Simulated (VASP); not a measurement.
# HfC (P1) in VASP: a series of runs, part 2 of 2

VASP 6.6.1. Earlier steps stand in the parts before.

### 3 Single point, PBE (strained and moved within a subgroup)

Contents of INCAR:

```
PREC = Accurate ; ENCUT = 520
EDIFF = 1E-6 ; ISMEAR = 0
SIGMA = 0.1 ; LREAL = F
LASPH = T ; NELM = 100
ALGO = Fast ; ISIF = 2
LWAVE = F ; LCHARG = F
GGA = PE ; NBANDS = 14
```

Contents of KPOINTS:

```
Automatic mesh
0
Gamma
  14 14 14
```

Contents of POSCAR:

```
HfC
1.0
    0.1276890000      2.2289310000      2.3926342500
    2.5203232500      0.0000000000      2.5203232500
    2.3690122500      2.2053090000      0.1513110000
Hf C
1 1
Direct
    0.5210635906      0.5074607366      0.4640149362
   -0.0210635906     -0.0074607366      0.0359850638
```

Potentials or basis: VASP PAW PBE potentials, release 64 (Hf_pv, C).

Command:

```
> cat potpaw_PBE.64/Hf_pv/POTCAR potpaw_PBE.64/C/POTCAR > POTCAR
> mpirun -np 1 vasp_std > vasp.out
```

OUTCAR:

```text
PREC = Accurate
   ENCUT = 520
   EDIFF = 1E-6
   ISMEAR = 0
   LREAL = F
   LASPH = T
   NELM = 100
   ISIF = 2
   GGA = PE

 ion  position               nearest neighbor table
   1  0.521  0.507  0.464-   2 2.16   2 2.27   2 2.27   2 2.29   2 2.51   2 2.51
   2  0.979  0.993  0.036-   1 2.16   1 2.27   1 2.27   1 2.29   1 2.51   1 2.51

  LATTYP: Found a base centered monoclinic cell.
 ALAT       =     5.4120189218
 B/A-ratio  =     0.6585851552
 C/A-ratio  =     0.5856959857
 COS(beta)  =    -0.5734176630

  Lattice vectors:

 A1 = (   2.3690122500,   2.2053090000,   0.1513110000)
 A2 = (  -0.1513110000,   2.2053090000,  -2.3690122500)
 A3 = (  -2.2413232500,   0.0236220000,   2.2413232500)

Analysis of symmetry for initial positions (statically):
=====================================================================
 Subroutine PRICEL returns:
 Original cell was already a primitive cell.

 Routine SETGRP: Setting up the symmetry group for a
 base centered monoclinic supercell.

 Subroutine GETGRP returns: Found  2 space group operations
 (whereof  2 operations were pure point group operations)
 out of a pool of  4 trial point group operations.

The static configuration has the point symmetry C_1h.

Analysis of symmetry for dynamics (positions and initial velocities):
=====================================================================
 Subroutine PRICEL returns:
 Original cell was already a primitive cell.

 Routine SETGRP: Setting up the symmetry group for a
 base centered monoclinic supercell.

 Subroutine GETGRP returns: Found  2 space group operations
 (whereof  2 operations were pure point group operations)
 out of a pool of  4 trial point group operations.

The dynamic configuration has the point symmetry C_1h.

 Subroutine INISYM returns: Found  2 space group operations
 (whereof  2 operations are pure point group operations),
 and found     1 'primitive' translations

----------------------------------------------------------------------------------------

                                     Primitive cell

  volume of cell :      25.0470

  direct lattice vectors                    reciprocal lattice vectors
     0.127689000  2.228931000  2.392634250    -0.221906561  0.223153516  0.221906561
     2.520323250  0.000000000  2.520323250     0.197198783 -0.225530451  0.199575718
     2.369012250  2.205309000  0.151311000     0.224283496  0.227907386 -0.224283496

  length of vectors
     3.272481709  3.564275322  3.240139171     0.385074714  0.359974738  0.390573873

  position of ions in fractional coordinates (direct lattice)
     0.521063591  0.507460737  0.464014936
     0.978936409  0.992539263  0.035985064

  ion indices of the primitive-cell ions
   primitive index   ion index
                 1           1
                 2           2

----------------------------------------------------------------------------------------

 KPOINTS: Automatic mesh

Automatic generation of k-mesh.
 Grid dimensions read from file:
 generate k-points for:   14   14   14

 Generating k-lattice:

  Cartesian coordinates                     Fractional coordinates (reciprocal lattice)
    -0.015850469  0.015939537  0.015850469     0.071428571  0.000000000 -0.000000000
     0.014085627 -0.016109318  0.014255408     0.000000000  0.071428571  0.000000000
[... 44 lines left out ...]
   dimension x,y,z NGXF=    48 NGYF=   56 NGZF=   48
   ions per type =               1   1
   NGX,Y,Z   is equivalent  to a cutoff of  12.19, 13.06, 12.31 a.u.
   NGXF,Y,Z  is equivalent  to a cutoff of  24.38, 26.12, 24.63 a.u.
 SYSTEM =  unknown system
   PREC   = accura    normal or accurate (medium, high low for compatibility)
   ISTART =      0    job   : 0-new  1-cont  2-samecut
   ICHARG =      2    charge: 1-file 2-atom 10-const
   ISPIN  =      1    spin polarized calculation?
   LNONCOLLINEAR =      F non collinear calculations
   LSORBIT =      F    spin-orbit coupling
   LASPH  =      T    aspherical Exc in radial PAW
   ENCUT  =  520.0 eV  38.22 Ry    6.18 a.u.   6.08  6.63  6.02*2*pi/ulx,y,z
   NELM   =    100;   NELMIN=  2; NELMDL= -5     # of ELM steps
   EDIFF  = 0.1E-05   stopping-criterion for ELM
   LREAL  =      F    real-space projection
   EDIFFG = 0.1E-04   stopping-criterion for IOM
   NSW    =      0    number of steps for IOM
   IBRION =     -1    ionic relax: 0-MD 1-quasi-New 2-CG
   NFREE  =      0    steps in history (QN), initial steepest desc. (CG)
   ISIF   =      2    stress and relaxation
   ISYM   =      2    0-nonsym 1-usesym 2-fastsym
   POTIM  = 0.5000    time-step for ionic-motion
   TEBEG  =    0.0;   TEEND  =   0.0 temperature during run
   PSTRESS=    0.0 pullay stress
   NELECT =      14.0000    total number of electrons
   NUPDOWN=      -1.0000    fix difference up-down
   EMIN   =  10.00;   EMAX   =-10.00  energy-range for DOS
   EFERMI =   0.00;   METHOD = LEGACY
   ISMEAR =     0;   SIGMA  =   0.10  broadening in eV -4-tet -1-fermi 0-gaus
   EFERMI_NEDOS =   21; number of points for ismear=-14 and -15
   IALGO  =     68    algorithm
   IMIX   =      4    mixing-type and parameters
     AMIX     =   0.40;   BMIX     =  1.00
     AMIX_MAG =   1.60;   BMIX_MAG =  1.00
  volume/ion in A,a.u.               =      12.52        84.51
  Fermi-wavevector in a.u.,A,eV,Ry     =   1.348546  2.548382 24.743221  1.818575
  Thomas-Fermi vector in A             =   2.476206
   LORBIT       =      0    0 simple, 1 ext, 2 COOP (PROOUT), +10 PAW based schemes
   GGA     = PE    functional components
   LHFCALC =     F    Hartree Fock is set to
   AEXX    =    0.0000 exact exchange contribution
   IVDW    =     0    specifies the selected vdW correction
   LEPSILON=     F    determine dielectric tensor
   LRPA    =     F    only Hartree local field effects (RPA)
 non-spin polarized calculation
 RMM-DIIS sequential band-by-band and
 Gauss-broadening in eV      SIGMA  =   0.10
  energy-cutoff  :      520.00
  volume of cell :       25.05
 maximum number of plane-waves:       694
   NGX = 13   NGY = 13   NGZ = 11

 number of electron      14.0000000 magnetization

 Free energy of the ion-electron system (eV)
  ---------------------------------------------------
  ext. energy  EPLUGINS =         0.00000000
  ---------------------------------------------------
  free energy    TOTEN  =       -20.67894974 eV

  energy without entropy =      -20.67824594  energy(sigma->0) =      -20.67859784

 E-fermi :   6.3625     XC(G=0): -12.2870

 val. band max:        6.3425551771   @ k =   0.0000   0.0000   0.0714
 cond. band min:       6.3654948431   @ k =   0.2857  -0.0714   0.2857
 fundamental gap:      0.0229396661
 Fermi energy:         6.3624738102

 k-point     1 :       0.0000    0.0000    0.0000
  band No.  band energies     occupation
      1     -23.6112      2.00000
      2     -23.5641      2.00000
      3     -23.5385      2.00000
      4      -6.3279      2.00000
      5       5.8787      2.00000
      6       6.4095      0.50611
      7       6.5715      0.00312
      8       6.6876      0.00000
      9       7.6420      0.00000
     10       9.0015      0.00000
     11       9.6623      0.00000
     12      10.3965      0.00000
     13      13.5010      0.00000
     14      17.1535      0.00000
[... 377 lines left out ...]
      1     -23.6894      2.00000
      2     -23.5942      2.00000
      3     -23.5675      2.00000
      4      -5.9187      2.00000
      5       4.3592      2.00000
      6       5.3702      2.00000
      7       6.1664      1.99443
      8       7.1905      0.00000
      9       8.2844      0.00000
     10       9.1392      0.00000
     11      10.6732      0.00000
     12      12.0622      0.00000
     13      14.1656      0.00000
     14      18.1946      0.00000

 [... further k-points ...]

------------------------ aborting loop because EDIFF is reached ----------------------------------------

  FORCE on cell =-STRESS in cart. coord.  units (eV):
  Direction    XX          YY          ZZ          XY          YZ          ZX
  --------------------------------------------------------------------------------------
  -------------------------------------------------------------------------------------
  Total       -0.6432516      3.5427531     -0.6432516      0.0209614     -0.0209618     -2.6398232
  in kB      -41.1467836    226.6187907    -41.1467836      1.3408350     -1.3408601   -168.8612009
  external PRESSURE =      48.1084079 kB  Pullay stress =       0.0000000 kB

 VOLUME and BASIS-vectors are now :
 -----------------------------------------------------------------------------
  energy-cutoff  :      520.00
  volume of cell :       25.05
      direct lattice vectors                 reciprocal lattice vectors
     0.127689000  2.228931000  2.392634250    -0.221906561  0.223153516  0.221906561
     2.520323250  0.000000000  2.520323250     0.197198783 -0.225530451  0.199575718
     2.369012250  2.205309000  0.151311000     0.224283496  0.227907386 -0.224283496

 POSITION                                       TOTAL-FORCE (eV/Angst)
 -----------------------------------------------------------------------------------
      2.44476      2.18471      2.59589         0.444241      0.789024     -0.444241
      2.71177      2.26134      4.84920        -0.444241     -0.789024      0.444241
 -----------------------------------------------------------------------------------
    total drift:                                0.000107     -0.000137     -0.000113

  FREE ENERGIE OF THE ION-ELECTRON SYSTEM (eV)
  ---------------------------------------------------
  free  energy   TOTEN  =       -20.6789497405 eV

  energy  without entropy=      -20.6782459402  energy(sigma->0) =      -20.67859784
```

It took 2.4 min on 1 thread of Intel Xeon Platinum 8488C (Sapphire Rapids), shared host; peak memory 0.37 GiB.

Results:

```yaml
Free_energy: -20.6789 eV
Pressure: 4.8 GPa
Largest_force: 1.009 eV/Å
Band_gap_on_the_k_mesh: none (metal or under the smearing width)
```

Forces on the atoms (eV/Å):
```
Hf   0.444  0.789 -0.444
C   -0.444 -0.789  0.444
```

Levels at points of the mesh, in eV from the Fermi level:
| k point | band 4 | band 5 | band 6 | band 7 | band 8 | band 9 | band 10 | band 11 |
| --- | --- | --- | --- | --- | --- | --- | --- | --- |
| (0.00, 0.00, 0.00) | -12.69 | -0.48 | 0.05 | 0.21 | 0.33 | 1.28 | 2.64 | 3.30 |
| (0.50, 0.00, 0.00) | -8.83 | -6.34 | -4.02 | -3.04 | 4.55 | 4.86 | 5.81 | 6.59 |
| (0.00, 0.50, 0.00) | -9.09 | -6.60 | -3.33 | -2.45 | 3.01 | 5.19 | 5.94 | 6.25 |
| (0.50, 0.50, 0.00) | -10.75 | -3.22 | -2.46 | -0.54 | 0.37 | 4.27 | 5.97 | 6.57 |
| (0.00, 0.00, 0.50) | -8.84 | -6.24 | -4.17 | -3.39 | 4.88 | 5.19 | 5.82 | 6.57 |
| (0.50, 0.00, 0.50) | -10.72 | -2.76 | -2.40 | -1.33 | 0.48 | 5.18 | 6.19 | 6.50 |

Caveat: forces of over 1 eV/Å show positions far from the minimum, so gaps and moduli don't describe the material at rest.
